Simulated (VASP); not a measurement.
Level of theory: PBE GGA, VASP's PBE PAW potentials (set 64) (plane waves; VASP 6.6.1).

VASP ran on this input.

File POSCAR:
```
SrF2
4.2392620
  0.0000000000   0.7071068030   0.7071068030
  0.7071068030   0.0000000000   0.7071068030
  0.7071068030   0.7071068030   0.0000000000
Sr F
1 2
Cart
  0.0000000000   0.0000000000   0.0000000000
  1.0606602045   1.0606602045   1.0606602045
  0.3535534015   0.3535534015   0.3535534015
```

**KPOINTS**
```
Automatic mesh
0
G
  7 7 7
```

**INCAR**
```
ALGO = Normal
EDIFF = 1E-6
ENCUT = 400
GGA = PE
ISIF = 2
ISMEAR = 0
LASPH = T
LCHARG = F
LMAXMIX = 4
LREAL = F
LWAVE = F
NELM = 100
PREC = Accurate
SIGMA = 0.01
SYSTEM = SrF2
```

POTCAR, in this order: Sr_sv F (PBE.64 set). Program: vasp_std.

What VASP printed:

OUTCAR:
```
 ion  position               nearest neighbor table
   1  0.000  0.000  0.000-   2 2.60   3 2.60   2 2.60   2 2.60   2 2.60   3 2.60   3 2.60   3 2.60
  LATTYP: Found a face centered cubic cell.
 ALAT       =     5.9952220000
 Subroutine PRICEL returns:
 Original cell was already a primitive cell.
 Subroutine GETGRP returns: Found 48 space group operations
The static configuration has the point symmetry O_h .
The dynamic configuration has the point symmetry O_h .
 Subroutine INISYM returns: Found 48 space group operations
 Subroutine IBZKPT returns following result:
 Found     20 irreducible k-points:

 Following reciprocal coordinates:
            Coordinates               Weight
  0.000000  0.000000  0.000000      1.000000
  0.142857  0.000000  0.000000      8.000000
  0.285714  0.000000  0.000000      8.000000
  0.428571  0.000000  0.000000      8.000000
  0.142857  0.142857  0.000000      6.000000
  0.285714  0.142857  0.000000     24.000000
  0.428571  0.142857  0.000000     24.000000
 -0.428571  0.142857  0.000000     24.000000
 -0.285714  0.142857  0.000000     24.000000
 -0.142857  0.142857  0.000000     12.000000
...
```

OSZICAR:
```
       N       E                     dE             d eps       ncg     rms          rms(c)
DAV:   1     0.129527907610E+03    0.12953E+03   -0.12195E+04   640   0.118E+03
DAV:   2    -0.132558845075E+02   -0.14278E+03   -0.14165E+03   808   0.278E+02
DAV:   3    -0.184390868046E+02   -0.51832E+01   -0.51776E+01   872   0.575E+01
DAV:   4    -0.185915583706E+02   -0.15247E+00   -0.15245E+00   928   0.749E+00
DAV:   5    -0.185943491874E+02   -0.27908E-02   -0.27908E-02   856   0.860E-01    0.129E+01
DAV:   6    -0.170564172661E+02    0.15379E+01   -0.78973E+00   640   0.184E+01    0.107E+01
DAV:   7    -0.170457963291E+02    0.10621E-01   -0.21199E-01   920   0.383E+00    0.573E+00
DAV:   8    -0.170613499308E+02   -0.15554E-01   -0.47237E-02   848   0.255E+00    0.419E-01
DAV:   9    -0.170685043556E+02   -0.71544E-02   -0.92396E-03   864   0.639E-01    0.262E-01
DAV:  10    -0.170703822384E+02   -0.18779E-02   -0.13577E-03   688   0.269E-01    0.622E-02
DAV:  11    -0.170705617799E+02   -0.17954E-03   -0.14843E-04   800   0.820E-02    0.203E-02
DAV:  12    -0.170705840850E+02   -0.22305E-04   -0.33390E-05   768   0.386E-02    0.158E-02
DAV:  13    -0.170705835609E+02    0.52403E-06   -0.28626E-06   792   0.135E-02
   1 F= -.17070584E+02 E0= -.17070584E+02  d E =-.960994E-23
```

OUTCAR:
```
------------------------ aborting loop because EDIFF is reached ----------------------------------------
  FORCE on cell =-STRESS in cart. coord.  units (eV):
  Direction    XX          YY          ZZ          XY          YZ          ZX
  --------------------------------------------------------------------------------------
  Total       -3.4916837     -3.4916837     -3.4916837      0.0000000      0.0000000      0.0000000
  in kB     -103.8459723   -103.8459723   -103.8459723      0.0000000      0.0000000      0.0000000
  external PRESSURE =    -103.8459723 kB  Pullay stress =       0.0000000 kB
  volume of cell :       53.87
      direct lattice vectors                 reciprocal lattice vectors
     0.000000000  2.997611000  2.997611000    -0.166799495  0.166799495  0.166799495
     2.997611000  0.000000000  2.997611000     0.166799495 -0.166799495  0.166799495
     2.997611000  2.997611000  0.000000000     0.166799495  0.166799495 -0.166799495
 POSITION                                       TOTAL-FORCE (eV/Angst)
 -----------------------------------------------------------------------------------
      0.00000      0.00000      0.00000        -0.000000      0.000000      0.000000
      4.49642      4.49642      4.49642        -0.000000      0.000000     -0.000000
      1.49881      1.49881      1.49881         0.000000     -0.000000      0.000000
 -----------------------------------------------------------------------------------
    total drift:                                0.000000      0.000000      0.000000
  FREE ENERGIE OF THE ION-ELECTRON SYSTEM (eV)
  ---------------------------------------------------
  free  energy   TOTEN  =       -17.0705835609 eV

  energy  without entropy=      -17.0705835609  energy(sigma->0) =      -17.07058356
```
(Selected blocks of OUTCAR.)

At this cut-off the stress carries a Pulay error, which pulls relaxed volumes low.

The structure comes from a computed database's SrF2 entry; how it stands against other phases isn't given here. The cell was not relaxed at this level, and its volume differs by +9.3 % from the start's.
